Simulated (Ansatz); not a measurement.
# CsPbCl3 (model cell, started as cubic perovskite with Pb in the octahedra): a soft mode frozen in, part 2 of 3

Which phase does CsPbCl3 (model cell, started as cubic perovskite with Pb in the octahedra) fall into along its unstable mode, and how much energy does it gain?

Ansatz 0.2.0; DFT PBEsol, scalar-relativistic, plane waves, PAW; PAW set soft_1.

So far, highest frequency on the path or at a solved wavevector (cm⁻¹): step 2 (response at finite wavevector) 263. Also lowest frequency on the path (cm⁻¹): step 2 -47.9.

## (6) Relaxing from the distorted cell

Starting from the lowest point found, all atoms and the cell are let go, so that strain and other modes of the same symmetry can join in.

input.yaml

```yaml
crystal:
  lattice:
    - [5.6185982474, 5.6185982474, 0.0]
    - [5.6185982474, 0.0, 5.6185982474]
    - [5.6185982474, 0.0, -5.6185982474]
  atoms:
    - { symbol: Cs, position: [0.0, 0.0, 0.0] }
    - { symbol: Cs, position: [0.0, 0.5, 0.5] }
    - { symbol: Pb, position: [0.5, 0.25, 0.75] }
    - { symbol: Pb, position: [0.5, 0.75, 0.25] }
    - { symbol: Cl, position: [0.5, -0.0533941006, -0.0533941006] }
    - { symbol: Cl, position: [0.5, 0.5533941006, 0.5533941006] }
    - { symbol: Cl, position: [0.0, 0.5, 0.0] }
    - { symbol: Cl, position: [0.0, 0.0, 0.5] }
    - { symbol: Cl, position: [0.5, 0.0533941006, 0.4466058994] }
    - { symbol: Cl, position: [0.5, 0.4466058994, 0.0533941006] }
kpoints:
  mp_grid: { grid: [6, 6, 6] }
hamiltonian:
  xc: pbesol
  pseudopotentials: { kind: paw, azcp: { folder: soft_1 }, xc_functional: pbe }
scf:
  occupations: { method: fixed }
output:
  forces: true
  stress: true
  eigenvalues: true
relax:
  adjacent_minimum: "off"
  f_tol: 0.002
  max_steps: 120
  cell: { stress_tol: 0.03 }
```

Command:

```
$ ansatz run input.yaml --threads 4 --pin off --max-ram 16384MiB --backend cpu --events-out ev --progress --plain --runs-dir out
```

Numbers of over 12 decimals in the logs are rounded to 6 here.

Log:

```text
[...]
Crystal: 10 atoms, lattice volume = 354.743 Å³
Basis set: ecut = 420 eV, 6879 PW (Γ), exchange–correlation on 108×108×108 points (8 copies of the dense FFT grid, shifted against one another)
Bands: 54, of which v1, the nominal top of the filled ones, is band 44 counted from 1 (43 counted from 0)
Symmetry: 16 space group operations
[...]
k-points: 30 of 216
[...]
SCF iter   1: F=—  HF=-41068.498300 eV  |F-HF|=—  |Δ(HF+E_count)|=         —  Δρ=2.46e-2  dr2=5.05e0  ethr=3.10e-3  ⟨swp⟩=6.1  Hψ=6122  notcnv=0  defer=194
[...]
SCF iter   8: F=-41066.067518 eV  HF=-41066.067518 eV  |F-HF|=1.62e-8  |Δ(HF+E_count)|=   9.30e-8  Δρ=2.04e-6  dr2=2.14e-8  ethr=1.14e-10  ⟨swp⟩=20.1  Hψ=11919  notcnv=0
SCF 1 converged in 8 iterations: F = -41066.067518 eV  dr2 = 2.14e-8
[...]
relax step   1: F+E_penalty+E_count = -41066.06751832 eV  Δ(F+E_penalty+E_count) = +0.000e0 eV  max|allowed force component| = 1.728e-3 eV/Å  Δτ_max = 0.0000 Å  P = -0.490 GPa  Ω = 354.743 Å³  (8 SCF iters, dr2 threshold 1.00e-7 eV, accepted)
Crystal: 10 atoms, lattice volume = 349.419 Å³
Basis set: ecut = 420 eV, 6815 PW (Γ), exchange–correlation on 108×108×108 points (8 copies of the dense FFT grid, shifted against one another)
[...]
iter 1 solved again at ethr=2.29e-6 eV; its pass at ethr=3.10e-3 eV (dr2=2.01e-3 eV) is discarded
[...]
SCF iter   5: F=-41066.094725 eV  HF=-41066.094725 eV  |F-HF|=1.28e-7  |Δ(HF+E_count)|=   1.74e-6  Δρ=5.55e-6  dr2=1.09e-7  ethr=1.14e-9  ⟨swp⟩=16.8  Hψ=10951  notcnv=0
SCF 2 converged in 5 iterations: F = -41066.094725 eV  dr2 = 1.09e-7
relax step   2: F+E_penalty+E_count = -41066.09472470 eV  Δ(F+E_penalty+E_count) = -2.721e-2 eV  max|allowed force component| = 1.959e-2 eV/Å  Δτ_max = 0.0149 Å  P = -0.186 GPa  Ω = 349.419 Å³  energy of the carried Pulay correction = +2.519e-4 eV  (5 SCF iters, dr2 threshold 1.00e-6 eV, accepted)
Crystal: 10 atoms, lattice volume = 344.767 Å³
Basis set: ecut = 420 eV, 6695 PW (Γ), exchange–correlation on 108×108×108 points (8 copies of the dense FFT grid, shifted against one another)
[...]
SCF iter   6: F=-41066.107873 eV  HF=-41066.107873 eV  |F-HF|=1.26e-8  |Δ(HF+E_count)|=   6.72e-7  Δρ=4.56e-6  dr2=7.63e-8  ethr=3.66e-10  ⟨swp⟩=17.8  Hψ=11029  notcnv=0
SCF 3 converged in 6 iterations: F = -41066.107873 eV  dr2 = 7.63e-8
[...]
relax step   3: F+E_penalty+E_count = -41066.10787304 eV  Δ(F+E_penalty+E_count) = -1.315e-2 eV  max|allowed force component| = 2.679e-2 eV/Å  Δτ_max = 0.0537 Å  P = +0.036 GPa  Ω = 344.767 Å³  energy of the carried Pulay correction = +4.766e-4 eV  (6 SCF iters, dr2 threshold 3.22e-7 eV, accepted)
[...]
relax step   4: F+E_penalty+E_count = -41066.11024718 eV  Δ(F+E_penalty+E_count) = -2.374e-3 eV  max|allowed force component| = 2.122e-4 eV/Å  Δτ_max = 0.0480 Å  P = +0.022 GPa  Ω = 343.769 Å³  energy of the carried Pulay correction = +5.255e-4 eV  (6 SCF iters, dr2 threshold 4.49e-8 eV, accepted)
[...]
relax step   5: F+E_penalty+E_count = -41066.11025235 eV  Δ(F+E_penalty+E_count) = -5.165e-6 eV  max|allowed force component| = 4.832e-8 eV/Å  Δτ_max = 0.0002 Å  P = -0.003 GPa  Ω = 344.100 Å³  energy of the carried Pulay correction = +5.091e-4 eV  (5 SCF iters, dr2 threshold 2.51e-9 eV, accepted)
[...]
SCF iter   4: F=-41066.109794 eV  HF=-41066.109794 eV  |F-HF|=1.67e-10  |Δ(HF+E_count)|=   5.07e-8  Δρ=1.03e-7  dr2=1.32e-11  ethr=1.00e-12  ⟨swp⟩=19.2  Hψ=13628  notcnv=0
SCF 6 converged in 4 iterations: F = -41066.109794 eV  dr2 = 1.32e-11
[...]
relax step   6: F+E_penalty+E_count = -41066.10979428 eV  Δ(F+E_penalty+E_count) = +4.581e-4 eV  max|allowed force component| = 2.424e-5 eV/Å  Δτ_max = 0.0000 Å  P = -0.004 GPa  Ω = 344.100 Å³  stress off target by 5.53e-3 GPa  SCF on the basis re-selected at this cell (its energy is not comparable with the rows above)  (4 SCF iters)
basis re-selected at this cell: Δ(F+E_penalty+E_count) = +4.581e-4 eV, ΔP = -0.001 GPa vs the last step (what re-selecting the basis moved, of the pressure what is left beyond the Pulay correction that the steps carried, after the strain that the cell walked since its last selection, with what the two solves' SCF thresholds leave and, on support functions, any second-order correction that the steps lacked; it is no m [...]
SCF converged after 4 iterations
Free energy (F): -41066.109794 eV
[...]
Internal energy: -41066.109794 eV  (E = F + TS)
E sigma→0 (E₀):  -41066.109794 eV
Fermi energy:    3.810942 eV
[...]
--- Forces (eV/Å), atoms counted from 1 ---
  atom   1  Cs     0.00000000     0.00000000     0.00000000
  atom   2  Cs     0.00000000     0.00000000     0.00000000
  atom   3  Pb     0.00000000    -0.00000000     0.00000000
  atom   4  Pb     0.00000000     0.00000000     0.00000000
  atom   5  Cl    -0.00002424     0.00000000     0.00000000
  atom   6  Cl     0.00002424     0.00000000     0.00000000
  atom   7  Cl     0.00000000     0.00000000     0.00000000
  atom   8  Cl     0.00000000     0.00000000     0.00000000
  atom   9  Cl     0.00000000    -0.00000000     0.00002424
  atom  10  Cl     0.00000000     0.00000000    -0.00002424
  max |Σ_I F_I| component: 2.71e-20 eV/Å
--- Stress (GPa, compression-positive) ---
       -0.003322       0.000000       0.000000
        0.000000      -0.005531       0.000000
        0.000000       0.000000      -0.003322
  P = ⅓ Tr σ = -0.0041 GPa (-0.041 kbar)
--- Band table (eV; the first three rows and the last of 30) ---
  k-point 0: bands = [... 40 lower, 1.8423, 1.8704, 1.8704, 3.8109, 5.8968, 6.1701, 6.1701, 7.6849, ... 6 higher]
  k-point 1: bands = [... 40 lower, 1.8305, 1.8480, 1.9509, 3.4680, 6.2034, 6.3798, 6.4679, 7.8764, ... 6 higher]
  k-point 2: bands = [... 40 lower, 1.7712, 1.7943, 2.0480, 2.8021, 6.8980, 6.9512, 7.1441, 8.2292, ... 6 higher]
  k-point 29: bands = [... 40 lower, 1.7306, 1.8083, 2.4949, 3.0978, 6.5646, 6.5646, 6.8109, 8.7580, ... 6 higher]
--- Relaxed structure (5 steps of the walk, 5 accepted, 1 SCFs on fresh bases) ---
  F+E_penalty+E_count = -41066.10979428 eV   max|allowed force component| = 2.424e-5 eV/Å   (the final SCF, on the basis selected at the relaxed cell)
  cell:  # Å, volume = 344.0999 Å³
    - [5.497766, 5.692226, 0]
    - [5.497766, 0.0, 5.497766]
    - [5.497766, 0.0, -5.497766]
  atoms:
    - { symbol: Cs, position: [0, 0, 0] }
    - { symbol: Cs, position: [0, 0.5, 0.5] }
    - { symbol: Pb, position: [0.5, 0.250000, 0.750000] }
    - { symbol: Pb, position: [0.5, 0.750000, 0.250000] }
    - { symbol: Cl, position: [0.5, -0.063750, -0.063750] }
    - { symbol: Cl, position: [0.5, 0.563750, 0.563750] }
    - { symbol: Cl, position: [0, 0.5, 0.0] }
    - { symbol: Cl, position: [0, 0.0, 0.5] }
    - { symbol: Cl, position: [0.5, 0.063750, 0.436250] }
    - { symbol: Cl, position: [0.5, 0.436250, 0.063750] }
```

The job ended after 60 s (4 threads of Intel Xeon Platinum 8375C at 2.90GHz (Ice Lake), shared host; peak memory 1.1 GiB; 3.8 min of CPU time).

Relaxation path:

| step | energy less that of the first step (eV) | largest force component (eV/Å) | pressure (GPa) | volume (Å³) |
| --- | --- | --- | --- | --- |
| 1 | 0.0000 | 0.0017 | -0.49 | 354.74 |
| 2 | -0.0272 | 0.0196 | -0.19 | 349.42 |
| 3 | -0.0404 | 0.0268 | 0.04 | 344.77 |
| 4 | -0.0427 | 0.0002 | 0.02 | 343.77 |
| 5 | -0.0427 | 0.0000 | 0.00 | 344.10 |
| 6* | -0.0423 | 0.0000 | 0.00 | 344.10 |

Relaxation steps marked * repeat the geometry before them on a plane-wave basis chosen anew for their cell, so energy and pressure can jump there.

Forces are held to the 16 operations that the run works with; a distortion that breaks them can't arise in this run.

| conventional cell, symmetrised | before | after | change |
| --- | --- | --- | --- |
| a (Å) | 7.946 | 7.775 | -2.2 % |
| b (Å) | 7.946 | 7.775 | -2.2 % |
| c (Å) | 11.237 | 11.384 | +1.3 % |
| volume (Å³/atom) | 35.47 | 34.41 | -3.0 % |

The atoms that moved most (Å, as changes of fractional coordinates times the final cell):

| atom | dx | dy | dz | length |
| --- | --- | --- | --- | --- |
| Cl6 | 0.114 | 0.000 | 0.000 | 0.114 |
| Cl9 | 0.000 | 0.000 | 0.114 | 0.114 |
| Cl10 | 0.000 | 0.000 | -0.114 | 0.114 |
| Cl5 | -0.114 | 0.000 | 0.000 | 0.114 |

This step gave:

```yaml
pressure: -0.004058 GPa
gap_on_the_k_mesh: 2.086 eV
volume_per_atom: 34.41 Å³
```

The distorted start has space group I4/mcm; the relaxation ends in I4/mcm.

## (7) The new phase in its own primitive cell

The relaxed structure is symmetrised, reduced to its primitive cell and relaxed tightly, as its phonons need.

input.yaml, the sections that differ from step 6:

```yaml
crystal:
  lattice:
    - [-3.8875073506, 3.8875073506, 5.692225754]
    - [3.8875073506, -3.8875073506, 5.692225754]
    - [3.8875073506, 3.8875073506, -5.692225754]
  atoms:
    - { symbol: Cs, position: [0.75, 0.25, 0.5] }
    - { symbol: Cs, position: [0.25, 0.75, 0.5] }
    - { symbol: Pb, position: [0.0, 0.0, 0.0] }
    - { symbol: Pb, position: [0.5, 0.5, 0.0] }
    - { symbol: Cl, position: [0.8137497122, 0.3137497122, 0.1274994243] }
    - { symbol: Cl, position: [0.1862502878, 0.6862502878, 0.8725005757] }
    - { symbol: Cl, position: [0.75, 0.75, 0.0] }
    - { symbol: Cl, position: [0.25, 0.25, 0.0] }
    - { symbol: Cl, position: [0.3137497122, 0.1862502878, 0.5] }
    - { symbol: Cl, position: [0.6862502878, 0.8137497122, 0.5] }
relax:
  adjacent_minimum: "off"
  f_tol: 0.001
  max_steps: 60
  cell: { stress_tol: 0.01 }
# kpoints, hamiltonian, scf, output: as in step 6
```

Log:

```text
[...]
Crystal: 10 atoms, lattice volume = 344.100 Å³
Basis set: ecut = 420 eV, 6695 PW (Γ), exchange–correlation on 108×108×108 points (8 copies of the dense FFT grid, shifted against one another)
Bands: 54, of which v1, the nominal top of the filled ones, is band 44 counted from 1 (43 counted from 0)
Symmetry: 16 space group operations
[...]
k-points: 30 of 216
[...]
- { symbol: Cs, position: [0.25, 0.75, 0.5] }
    - { symbol: Pb, position: [0.0, 0.0, 0.0] }
    - { symbol: Pb, position: [0.5, 0.5, 0.0] }
    - { symbol: Cl, position: [0.813750, 0.313750, 0.12749942435] }
    - { symbol: Cl, position: [0.186250, 0.686250, 0.872501] }
    - { symbol: Cl, position: [0.75, 0.75, 0.0] }
    - { symbol: Cl, position: [0.25, 0.25, 0.0] }
    - { symbol: Cl, position: [0.313750, 0.186250, 0.5] }
    - { symbol: Cl, position: [0.686250, 0.813750, 0.5] }
[key lines of the parts left out:]
SCF converged after 6 iterations
Free energy (F): -41066.109794 eV
Fermi energy:    3.810942 eV
P = ⅓ Tr σ = -0.0041 GPa (-0.041 kbar)
```

Run time: 20 s. Hardware: 4 threads; peak memory 1.1 GiB.

Little changed from the start: no atom moved by 0.005 Å and no cell edge by 0.1 %.

This step gave:

```yaml
direct_gap_on_mesh: 2.086 eV
```

The largest force component left is 0.017 meV/Å and the pressure is -0.004 GPa, within the tolerances set. The cell now holds 34.41 Å³/atom.

(Part 2 of 3 ends here.)

[Logs are printed without paths, hosts, clocks, repeated set-up lines and the standing remarks that a program may print on its own settings, such as how far it seeks lower states.]

[Hosts, paths, dates, database ids (printed as entryN), source tags and the programs' standing remarks are cut or masked in the printed files.]
